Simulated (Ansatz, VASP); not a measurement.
## One calculation of SiMo3, two programs

```
CELL_PARAMETERS angstrom
4.89300 0.00000 0.00000
0.00000 4.89300 0.00000
0.00000 0.00000 4.89300
ATOMIC_POSITIONS crystal
Si 0.00000 0.00000 0.00000
Si 0.50000 0.50000 0.50000
Mo 0.25000 0.00000 0.50000
Mo 0.50000 0.75000 0.00000
Mo 0.75000 0.00000 0.50000
Mo 0.50000 0.25000 0.00000
Mo 0.00000 0.50000 0.75000
Mo 0.00000 0.50000 0.25000
```

Alike in both runs: functional PBE; k mesh 10 × 10 × 10; occupations fermi-dirac, width 0.05 eV; no spin polarisation.

Ansatz relaxed the structure, and its values are those at the end. VASP's run is a single point on that final structure, the one shown.

```csv
,VASP,Ansatz
version,VASP 6.6.1,Ansatz 0.2.0
potentials or method,"VASP PAW PBE potentials, release 64 (Si, Mo_sv)","plane-wave PAW, scalar-relativistic"
plane-wave cutoff (eV),520,420
valence electrons in the cell,92,92
```

|  | VASP | Ansatz | Ansatz less VASP |
| --- | --- | --- | --- |
| pressure (GPa) | 2.5 | 2.0 | -0.48 |

With one functional, cell and mesh, what is left measures potentials, basis and numerics. Ansatz warned: «gradients_without_spin_orbit».
